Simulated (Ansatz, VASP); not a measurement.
# Sn in VASP and in Ansatz

```xyz
1
Lattice="3.2155 0.0000 0.0000 0.0000 3.2155 0.0000 0.0000 0.0000 3.2155" Properties=species:S:1:pos:R:3 pbc="T T T"
Sn    0.0000    0.0000    0.0000
```

Alike in both runs: task single point; functional BLYP; k mesh 16 × 16 × 16; occupations fermi-dirac, width 0.1 eV; no spin polarisation.

|  | VASP | Ansatz |
| --- | --- | --- |
| version | VASP 6.6.1 | Ansatz 0.2.0 |
| potentials or method | VASP PAW PBE potentials, release 64 (Sn_d) | plane waves (420 eV) with PAW, scalar-relativistic |
| plane-wave cutoff (eV) | 520 | 420 |
| valence electrons in the cell | 14 | 14 |

Ansatz gave:

```
pressure (GPa) : -1.0
```

**Question.** Which values does VASP return?

**Answer.** Pressure (GPa): -1.1.

Caveats: the PAW data sets were made with another functional, which shifts forces and pressure a little (VASP).
